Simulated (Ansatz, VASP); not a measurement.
**Cross-check of WS2 between VASP and Ansatz**

Wanted: the spread between two codes on one cell, functional and k mesh. The structure shown is the end of the VASP relaxation below.

Main program and level: Ansatz 0.2.0; plane waves, with VASP 6.6.1 beside it; single point at PBE with D3(BJ) and band structure at PBE with D3(BJ).

**1. The starting structure**

The cell holds 3 atoms: 2 S and 1 W. Its edges and angles: a = 3.180 Å, b = 3.180 Å, c = 18.125 Å, α = 90.0°, β = 90.0°, γ = 120.0°. It derives from WS2 (Tungstenite). As first built, before any earlier steps moved the atoms: kind sheets cut from a layered crystal; sheets 1. Vacuum lies along c.

Structure file:

```xyz
3
Lattice="3.1800 0.0000 0.0000 -1.5900 2.7540 0.0000 0.0000 0.0000 18.1250" Properties=species:S:1:pos:R:3
S     1.5900    0.9180   10.6276
S     1.5900    0.9180    7.4974
W     0.0000    1.8360    9.0625
```

**2. VASP: relaxation, PBE with D3(BJ)**

This run makes the geometry at which the two programs are then compared.

Lines of VASP's logs that name or quote its potential files are left out, and so is its time.

INCAR

```
SYSTEM = WS2
PREC = Normal
ENCUT = 300
EDIFF = 1E-05
NELM = 120
ISMEAR = 0
SIGMA = 0.05
LREAL = .FALSE.
ALGO = Fast
GGA = PE
IVDW = 12
NBANDS = 15
LASPH = .TRUE.
LORBIT = 11
LWAVE = .FALSE.
LCHARG = .FALSE.
KPAR = 2
IBRION = 2
NSW = 40
ISIF = 2
EDIFFG = -0.03
POTIM = 0.4
MAXMIX = 40
IDIPOL = 3
LDIPOL = .TRUE.
DIPOL = 0.5 0.5 0.5
```

POSCAR

```
WS2
1.0
    3.1800000000      0.0000000000      0.0000000000
   -1.5900000000      2.7539607840      0.0000000000
    0.0000000000      0.0000000000     18.1250000000
S W
2 1
Direct
    0.6666666670      0.3333333330      0.5862068970
    0.6666666670      0.3333333330      0.4137931030
    0.3333333330      0.6666666670      0.5000000000
```

KPOINTS

```
Automatic mesh
0
Gamma
9 9 1
0 0 0
```

PAW data sets: S and W (PBE family, release 64).

Run with:

```
mpirun -np 2 vasp_std
```

Numbers of over 12 decimals in the logs are rounded to 6 here.

Output:

```text
[banner, memory and clock lines left out]
running    2 mpi-ranks, on    1 nodes
 distrk:  each k-point on    1 cores,    2 groups
 distr:  one band on    1 cores,    1 groups

 POSCAR found type information on POSCAR S W
 POSCAR found :  2 types and       3 ions
 LDA part: xc-table for (Slater+PW92), standard interpolation
 POSCAR, INCAR and KPOINTS ok, starting setup
 FFT: planning ... GRIDC
 FFT: planning ... GRID_SOFT
 FFT: planning ... GRID
 WAVECAR not read
 entering main loop
       N       E                     dE             d eps       ncg     rms          rms(c)
DAV:   1     0.990258500525E+02    0.99026E+02   -0.49503E+03   360   0.595E+02
DAV:   2    -0.151010607396E+02   -0.11413E+03   -0.10701E+03   558   0.159E+02
DAV:   3    -0.249967598246E+02   -0.98957E+01   -0.98063E+01   508   0.563E+01
DAV:   4    -0.251711233601E+02   -0.17436E+00   -0.17382E+00   467   0.888E+00
DAV:   5    -0.251749139020E+02   -0.37905E-02   -0.37901E-02   514   0.123E+00    0.296E+01
RMM:   6    -0.238740929545E+02    0.13008E+01   -0.30114E+00   360   0.899E+00    0.121E+01
RMM:   7    -0.237047250307E+02    0.16937E+00   -0.81976E-01   360   0.569E+00    0.701E+00
RMM:   8    -0.237154435416E+02   -0.10719E-01   -0.40834E-01   360   0.369E+00    0.173E+00
RMM:   9    -0.237042097291E+02    0.11234E-01   -0.59028E-02   362   0.213E+00    0.125E+00
RMM:  10    -0.237032300377E+02    0.97969E-03   -0.14109E-02   360   0.694E-01    0.107E+00
RMM:  11    -0.237033449547E+02   -0.11492E-03   -0.28023E-03   368   0.340E-01    0.420E-01
RMM:  12    -0.237033527236E+02   -0.77689E-05   -0.66360E-04   367   0.156E-01    0.333E-01
RMM:  13    -0.237033492392E+02    0.34844E-05   -0.23100E-04   362   0.914E-02    0.113E-01
RMM:  14    -0.237034432790E+02   -0.94040E-04   -0.76722E-05   348   0.547E-02    0.368E-02
RMM:  15    -0.237035214057E+02   -0.78127E-04   -0.56341E-05   318   0.412E-02    0.538E-02
RMM:  16    -0.237035304379E+02   -0.90322E-05   -0.97198E-06   261   0.185E-02
   1 F= -.24625233E+02 E0= -.24625233E+02  d E =-.246252E+02
 curvature:   0.00 expect dE= 0.000E+00 dE for cont linesearch  0.000E+00
 trial: gam= 0.00000 g(F)=  0.360E-03 g(S)=  0.000E+00 ort = 0.000E+00 (trialstep = 0.100E+01)
 search vector abs. value=  0.360E-03
 bond charge predicted
       N       E                     dE             d eps       ncg     rms          rms(c)
DAV:   1    -0.237042507086E+02   -0.72930E-03   -0.14431E-02   493   0.654E-01    0.114E-01
RMM:   2    -0.237042824447E+02   -0.31736E-04   -0.55826E-04   359   0.179E-01    0.427E-02
RMM:   3    -0.237043001516E+02   -0.17707E-04   -0.82848E-05   325   0.637E-02    0.561E-02
RMM:   4    -0.237043154187E+02   -0.15267E-04   -0.48887E-05   333   0.432E-02    0.411E-02
RMM:   5    -0.237043344609E+02   -0.19042E-04   -0.11086E-05   230   0.228E-02    0.113E-02
RMM:   6    -0.237043379225E+02   -0.34616E-05   -0.61917E-06   216   0.152E-02
   2 F= -.24625518E+02 E0= -.24625518E+02  d E =-.285588E-03
 trial-energy change:   -0.000286  1 .order   -0.000207   -0.000360   -0.000054
 step:   1.0671(harm=  1.1770)  dis= 0.00281  next Energy=   -24.625520 (dE=-0.287E-03)
 reached required accuracy - stopping structural energy minimisation
```

Parts of OUTCAR (step 2):

```text
ion  position               nearest neighbor table
   1  0.667  0.333  0.586-   3 2.41   3 2.41   3 2.41
   2  0.667  0.333  0.414-   3 2.41   3 2.41   3 2.41
   3  0.333  0.667  0.500-   1 2.41   2 2.41   1 2.41   2 2.41   1 2.41   2 2.41

  LATTYP: Found a hexagonal cell.
 ALAT       =     3.1800000000
 C/A-ratio  =     5.6996855346

 Subroutine GETGRP returns: Found 12 space group operations
 (whereof 12 operations were pure point group operations)

The static configuration has the point symmetry D_3h.

 Found     12 irreducible k-points:

   k-points           NKPTS =     12   k-points in BZ     NKDIM =     12   number of bands    NBANDS=     15

   dimension x,y,z NGX =    14 NGY =   14 NGZ =   80
   dimension x,y,z NGXF=    28 NGYF=   28 NGZF=  160

   ENCUT  =  300.0 eV  22.05 Ry    4.70 a.u.   4.49  4.49 25.60*2*pi/ulx,y,z

   NELECT =      18.0000    total number of electrons

 k-points in reciprocal lattice and weights: Automatic mesh
   0.00000000  0.00000000  0.00000000       0.012
   0.11111111 -0.00000000  0.00000000       0.074
   0.22222222  0.00000000  0.00000000       0.074
   0.33333333 -0.00000000  0.00000000       0.074
   0.44444444  0.00000000  0.00000000       0.074
   0.11111111  0.11111111  0.00000000       0.074
   0.22222222  0.11111111  0.00000000       0.148
   0.33333333  0.11111111  0.00000000       0.148
   0.44444444  0.11111111  0.00000000       0.074
   0.22222222  0.22222222  0.00000000       0.074
   0.33333333  0.22222222  0.00000000       0.148
   0.33333333  0.33333333  0.00000000       0.025

 Edisp (eV)   -0.92170

 dipolmoment           0.000000      0.000000     -0.000000 electrons x Angstroem

 average (electrostatic) potential at core
       1 -93.3205       2 -93.3205       3 -47.6069

 E-fermi :  -1.6338

 k-point     1 :       0.0000    0.0000    0.0000
  band No.  band energies     occupation
    ...
      5      -4.7252      2.00000
      6      -3.9526      2.00000
      7      -3.4813      2.00000
      8      -3.4813      2.00000
      9      -1.9089      2.00000
     10       1.0403      0.00000
     11       1.0403      0.00000
     12       1.1999      0.00000
     13       1.1999      0.00000
     14       3.1443      0.00000
    ...

 k-point     2 :       0.1111   -0.0000    0.0000
  band No.  band energies     occupation
    ...
      5      -4.5714      2.00000
      6      -4.5282      2.00000
      7      -3.7847      2.00000
      8      -3.2250      2.00000
      9      -2.0257      2.00000
     10       0.7679      0.00000
     11       0.9086      0.00000
     12       1.0269      0.00000
     13       1.3981      0.00000
     14       3.5549      0.00000
    ...

 k-point     3 :       0.2222    0.0000    0.0000
  band No.  band energies     occupation
    ...
      5      -5.4773      2.00000
      6      -4.3947      2.00000
      7      -4.0234      2.00000
      8      -3.4067      2.00000
      9      -2.5506      2.00000
     10       0.4411      0.00000
     11       0.7375      0.00000
     12       1.1644      0.00000
     13       2.0885      0.00000
     14       4.2608      0.00000
    ...

 Edisp (eV)   -0.92118

  Total      -0.98061    -0.98061    -0.17763     0.00000     0.00000     0.00000
  in kB      -9.89791    -9.89791    -1.79297     0.00000     0.00000     0.00000
  external pressure =       -7.20 kB  Pullay stress =        0.00 kB

  energy-cutoff  :      300.00
  volume of cell :      158.73
      direct lattice vectors                 reciprocal lattice vectors
     3.180000000  0.000000000  0.000000000     0.314465409  0.181556688  0.000000000
    -1.590000000  2.753960784  0.000000000     0.000000000  0.363113377  0.000000000
     0.000000000  0.000000000 18.125000000     0.000000000  0.000000000  0.055172414

 POSITION                                       TOTAL-FORCE (eV/Angst)
 -----------------------------------------------------------------------------------
      1.59000      0.91799     10.62764         0.000000     -0.000000      0.010277
      1.59000      0.91799      7.49736        -0.000000      0.000000     -0.010277
     -0.00000      1.83597      9.06250         0.000000      0.000000      0.000000
 -----------------------------------------------------------------------------------
    total drift:                               -0.000006      0.000004     -0.000000

  FREE ENERGIE OF THE ION-ELECTRON SYSTEM (eV)
  ---------------------------------------------------
  free  energy   TOTEN  =       -24.6255183511 eV

  energy  without entropy=      -24.6255183511  energy(sigma->0) =      -24.62551835

 reached required accuracy - stopping structural energy minimisation

 vacuum level on the upper side and lower side of the slab         3.583         3.583

 total charge
# of ion       s       p       d       tot
------------------------------------------
    1        1.359   2.365   0.000   3.723
    2        1.359   2.365   0.000   3.723
    3        0.563   0.707   4.302   5.573
--------------------------------------------------
tot          3.280   5.437   4.302  13.020

[... 3 further parts left out ...]
```

**3. Ansatz: single point, PBE with D3(BJ)**

Ansatz runs on its default PAW (the set named soft_2) files.

The same cell, functional, mesh and smearing now go to Ansatz, which takes its cutoff from its data sets.

input.yaml

```yaml
crystal:
  lattice:
    - [3.18, 0.0, 0.0]
    - [-1.59, 2.75396078, 0.0]
    - [0.0, 0.0, 18.125]
  atoms:
    - { symbol: S, position: [0.66666667, 0.33333333, 0.58635239] }
    - { symbol: S, position: [0.66666667, 0.33333333, 0.41364761] }
    - { symbol: W, position: [0.33333333, 0.66666667, 0.5] }
hamiltonian:
  xc: pbe
  pseudopotentials: { kind: paw }
  dispersion: d3bj
kpoints:
  mp_grid: { grid: [9, 9, 1] }
scf:
  occupations: { method: gaussian, width: 0.05 }
  n_extra_bands: 4
efield:
  axis: 3
  dipole_correction: true
  ramp_width: 0.04
output:
  forces: true
  eigenvalues: true
```

Run with:

```
ansatz run input.yaml --threads 2 --pin off --max-ram 4608MiB --backend cpu --events-out ev --progress --plain --runs-dir out
```

Output:

```text
scf.n_extra_bands = 4 over 13 filled bands (N_el = 26.0): the run solves 17 bands
Engine: ansatz 0.2.0, aarch64-unknown-linux-gnu
Pseudopotentials: kind: paw
Pseudopotential: S, paw, valence charge 6, recommended cutoff 420 eV (normal), S.paw.azcp
Pseudopotential: W, paw, valence charge 14, recommended cutoff 420 eV (normal), W.paw.azcp
Functional definition: PBE
  parameter kappa = 0.804
  parameter beta = 0.066725
  exchange = pbe_x(kappa = kappa, mu = beta*pi^2/3)
  correlation = pbe_c(beta = beta)
Crystal: 3 atoms, lattice volume = 158.731 Å³
Basis set: ecut = 420 eV, 3085 PW (Γ), exchange–correlation on 48×48×250 points (8 copies of the dense FFT grid, shifted against one another)
Bands: 17, of which v1, the nominal top of the filled ones, is band 13 counted from 1 (12 counted from 0)
Symmetry: 6 space group operations
k-points: 12 of 81 (time reversal used)
Non-local potential: S, projectors of the file, l = 0: 2, l = 1: 2, l = 2: 2
Non-local potential: W, projectors of the file, l = 0: 3, l = 1: 2, l = 2: 2, l = 3: 1
PAW form: soft (Blöchl's): semilocal exchange-correlation on the pseudo side does not see the compensation charge
PAW one-centre angular grid: S, 110 points (default); XC on 64 Gauss nodes
PAW one-centre angular grid: W, 590 points (default); XC on 64 Gauss nodes
Initial density: superposition of atomic densities (neutral atoms: chi_scale 0, normalization atom), corrected by the library's trained network
Initial wavefunctions: pseudopotential atomic-orbital guess
Functional: x = pbe(κ = 0.804, μ = 0.219515), c = pbe(β = 0.066725)
SCF iter   1: F=—  HF=-12192.351379 eV  |F-HF|=—  |Δ(HF+E_count)|=         —  Δρ=3.34e-3  dr2=2.22e-2  ethr=1.77e-3  p=-0.000 e·Å  D=-2.73e-14 V/Å  ΔV_dip=0.00 eV  dr2_dipole=7.15e-9  V_vac-E_F(+/−)=5.13/5.13 eV  ⟨swp⟩=9.2  Hψ=1428  notcnv=0
efield: sawtooth ramp at fractional position 0.9800 (placed from the atoms, in the widest stretch of the axis that holds none; the zero of the levels goes with the place), width 0.0400; the density the first Hamiltonian is built on has a dipole p = -0.000 e·Å; the dipole correction subtracts the counter field D = -2.73e-14 V/Å, which shifts the + side's vacuum level by +0.00 eV against the − side's; the planar-averaged density in the ramp window peaks in size at 5.1e-5 e/Å³
preconditioner: auto → none  [insulator: Δε(μ)=1.800 eV  Ē_g=8.707 eV  σ=0.050 eV  W_gap=1.00  n_scr=10 (ndim 8)  ℏωp=12.5 eV  f_vac=0.632  D(μ)=0.00/eV (n_scr^D=0)  ε∞_Penn≈3.1]
SCF iter   2: F=—  HF=-12192.363391 eV  |F-HF|=—  |Δ(HF+E_count)|=   1.20e-2  Δρ=3.53e-3  dr2=6.54e-2  ethr=8.52e-5  p=0.000 e·Å  D=6.38e-5 V/Å  ΔV_dip=-0.00 eV  dr2_dipole=2.12e-7  V_vac-E_F(+/−)=4.68/4.68 eV  ⟨swp⟩=3.9  Hψ=599  notcnv=0
SCF iter   3: F=—  HF=-12192.354353 eV  |F-HF|=—  |Δ(HF+E_count)|=   9.04e-3  Δρ=1.26e-3  dr2=1.79e-3  ethr=8.52e-5  p=-0.000 e·Å  D=-7.06e-5 V/Å  ΔV_dip=0.00 eV  dr2_dipole=2.27e-7  V_vac-E_F(+/−)=4.92/4.91 eV  ⟨swp⟩=2.6  Hψ=342  notcnv=0
SCF iter   4: F=—  HF=-12192.356170 eV  |F-HF|=—  |Δ(HF+E_count)|=   1.82e-3  Δρ=2.17e-4  dr2=5.94e-5  ethr=6.87e-6  p=0.000 e·Å  D=5.27e-4 V/Å  ΔV_dip=-0.01 eV  dr2_dipole=1.27e-5  V_vac-E_F(+/−)=4.82/4.83 eV  ⟨swp⟩=2.0  Hψ=288  notcnv=0
SCF iter   5: F=—  HF=-12192.356236 eV  |F-HF|=—  |Δ(HF+E_count)|=   6.62e-5  Δρ=2.59e-4  dr2=1.14e-3  ethr=2.28e-7  p=-0.002 e·Å  D=-2.73e-3 V/Å  ΔV_dip=0.05 eV  dr2_dipole=3.50e-4  V_vac-E_F(+/−)=4.84/4.79 eV  ⟨swp⟩=3.5  Hψ=447  notcnv=0
SCF iter   6: F=—  HF=-12192.356099 eV  |F-HF|=—  |Δ(HF+E_count)|=   1.37e-4  Δρ=2.17e-5  dr2=2.53e-6  ethr=2.28e-7  p=-0.000 e·Å  D=-1.09e-4 V/Å  ΔV_dip=0.00 eV  dr2_dipole=5.07e-7  V_vac-E_F(+/−)=4.81/4.81 eV  ⟨swp⟩=2.8  Hψ=321  notcnv=0
SCF iter   7: F=-12192.356099 eV  HF=-12192.356099 eV  |F-HF|=8.22e-8  |Δ(HF+E_count)|=   2.09e-7  Δρ=7.11e-6  dr2=5.87e-8  ethr=3.85e-10  p=-0.000 e·Å  D=-5.76e-6 V/Å  ΔV_dip=0.00 eV  dr2_dipole=7.65e-10  V_vac-E_F(+/−)=4.81/4.81 eV  ⟨swp⟩=7.7  Hψ=1403  notcnv=0
SCF 1 converged in 7 iterations: F = -12192.356099 eV  dr2 = 5.87e-8
  greatest PAW one-centre occupation: 1.000 electrons in one spin orbital (limit 2), on the W atom at site 2 (counted from 0), in its partial waves of l = 0
SCF converged after 7 iterations
Free energy (F): -12192.356099 eV
Harris-Foulkes:  -12192.356099 eV  (|F-HF|=8.22e-8)
Internal energy: -12192.356099 eV  (E = F + TS)
E sigma→0 (E₀):  -12192.356099 eV
Fermi energy:    0.824394 eV
Dipole field:    D = 0.000036 V/Å  (p = 0.000032 e·Å, saw-weighted, corrected)
Work function:   Φ+ = 4.8128 eV   Φ− = 4.8135 eV
Levels:          The Fermi level and band energies are counted from a zero that moves with the ramp; work functions are not
--- Per-component energies (eV) ---
  E_band       = -476.109066
  E_kinetic    = 665.782032
  E_local      = -13705.173002  (includes V_loc(G=0)·N_el)
  E_nonlocal   = 57.278959
  E_hartree    = 6527.877641
  E_xc         = -461.911340
  E_vxc        = -414.679184  (∫ρ·V_xc dr)
  E_paw        = -9763.106755  (= ΣΔE_a)
  E_vpaw       = -135.069313  (= ΣTr[D̂ρ^β])
  E_aug_tail   = -0.000060  (compensation charges beyond the density's cutoff)
  E_efield     = 0.000000  (sawtooth field / dipole correction)
  E_vefield    = 0.000000  (∫n·V_field dr)
  E_ewald      = 4487.817711
  E_disp       = -0.921284  (pairwise vdW)
  E_smearing   = -0.000000  (= −TS)
  E_closure    = 0.000000  (closes the sum)
  Σ components = -12192.356099   (vs F -12192.356099, Δ=0.00e0)
--- Forces (eV/Å), atoms counted from 1 ---
  atom   1  S      0.00000000     0.00000000     0.07240480
  atom   2  S     -0.00000000     0.00000000    -0.07241064
  atom   3  W      0.00000000     0.00000000    -0.00003494
  max |Σ_I F_I| component: 4.08e-5 eV/Å
--- Band table (eV; the first three rows and the last of 12) ---
  k-point 0: bands = [... 9 lower, -2.1817, -1.7146, -1.7146, -0.1139, 2.8146, 2.8146, 2.9798, 2.9798]
  k-point 1: bands = [... 9 lower, -2.7588, -2.0181, -1.4514, -0.2308, 2.5473, 2.6853, 2.8076, 3.1767]
  k-point 2: bands = [... 9 lower, -2.6283, -2.2546, -1.6255, -0.7613, 2.2234, 2.5232, 2.9415, 3.8770]
  k-point 11: bands = [... 9 lower, -3.9718, -3.3202, -2.4421, -0.0856, 1.7344, 3.2830, 3.9771, 5.4757]
```

Run time: 2.5 s. Hardware: 2 threads of Arm Neoverse V2, shared host; peak memory 0.35 GiB; 4.5 s of CPU time.

**4. Side by side**

Known differences besides the PAW data sets themselves: the data sets hold 26 valence electrons in Ansatz (default PAW (the set named soft_2) files) and 18 in VASP; the cutoff is 420 eV in Ansatz and 300 eV in VASP (PREC = Normal). Total energies have different zeros and are not compared.

Both answers:

| quantity | Ansatz | VASP | difference |
| --- | --- | --- | --- |
| gap on the k mesh (eV) | 1.820 | 1.812 | +0.008 |

At this near-relaxed geometry the largest component of a force difference is 62 meV/Å.

**5. Looking for the cause**

The difference is large enough to ask for its cause, so further runs change the set-up of one program at a time, as the table lists.

| run | r.m.s. force difference (meV/Å) |
| --- | --- |
| as above | 29 |
| Ansatz's larger PAW set (cutoff 880 eV) | 33 |
| norm-conserving potentials (cutoff 1007 eV) | 32 |

(Continued in part 2 of 2.)

[Lines on the potential files, build, host, timing and source positions are cut from VASP's logs without a mark.]

[Logs are printed without paths, hosts, clocks, repeated set-up lines and the standing remarks that a program may print on its own settings, such as how far it seeks lower states.]

[Hosts, paths, dates, database ids (printed as entryN), source tags and the programs' standing remarks are cut or masked in the printed files.]
